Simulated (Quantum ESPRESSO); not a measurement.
PbF2 and the effect of the choice of potentials or basis

```cif
data_structure
_symmetry_space_group_name_H-M 'P 1'
_symmetry_Int_Tables_number 1
_cell_length_a 4.1912
_cell_length_b 4.1912
_cell_length_c 4.1912
_cell_angle_alpha 60.000
_cell_angle_beta 60.000
_cell_angle_gamma 60.000
_cell_volume 52.06
loop_
_atom_site_label
_atom_site_type_symbol
_atom_site_fract_x
_atom_site_fract_y
_atom_site_fract_z
_atom_site_occupancy
Pb1 Pb 0.00000 0.00000 0.00000 1
F1 F 0.75000 0.75000 0.75000 1
F2 F 0.25000 0.25000 0.25000 1
```

Kept alike: task phonons; functional PBE; k mesh 4 × 4 × 4, shifted; occupations fermi-dirac, width 0.05 eV; no spin polarisation. Program: Quantum ESPRESSO. Cutoffs run from 612 to 1320 eV. The mesh is that of the run's cell of 3 atoms. No spin-orbit coupling.

| choice of potentials or basis | electronic dielectric constant (mean of the diagonal) |
| --- | --- |
| Ansatz NC SR PBE | 3.32 |
| GBRV 1.5 PBE | 3.32 |
| JTH 2.0 PBE | 3.32 |
| PseudoDojo 0.4.1 SR PBE standard | 3.31 |
| SPMS 1.0 PBE | 3.30 |
| SSSP 1.3 efficiency PBE | 3.32 |

Runs of this series that gave no sound value for these columns are left out.

Task: What does the choice of potentials or basis change here?

Result: The electronic dielectric constant runs from 3.30 (SPMS 1.0 PBE) to 3.32 mean of the diagonal (Ansatz NC SR PBE; GBRV 1.5 PBE; JTH 2.0 PBE; SSSP 1.3 efficiency PBE).
